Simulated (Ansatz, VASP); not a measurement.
# TiC in VASP and in Ansatz

```xyz
2
Lattice="3.0429 0.0000 0.0000 -1.5214 2.6352 0.0000 0.0000 0.0000 2.6968" Properties=species:S:1:pos:R:3 pbc="T T T"
Ti    0.0000    1.7568    1.3484
C     1.5214    0.8784    0.0000
```

Alike in both runs: task relaxation of cell and atoms; functional PBE; k mesh 24 × 24 × 20; occupations gaussian, width 0.1 eV; no spin polarisation.

|  | VASP | Ansatz |
| --- | --- | --- |
| version | VASP 6.6.1 | Ansatz 0.2.0 |
| potentials or method | VASP PAW PBE potentials, release 64 (Ti_sv, C) | scalar-relativistic, plane waves, PAW |
| plane-wave cutoff (eV) | 600 | 420 |
| valence electrons in the cell | 16 | 16 |

```csv
,VASP,Ansatz,Ansatz less VASP
"gap on the k mesh at the Fermi level, each at its own relaxed structure (eV)",none,none,-
relaxed volume (Å³/atom),10.82,10.81,-0.011
relaxed cell length with the largest relative difference (Å),3.043,3.042,-0.0012
```

A gap of «none» marks a metal or a gap that the smearing closes.
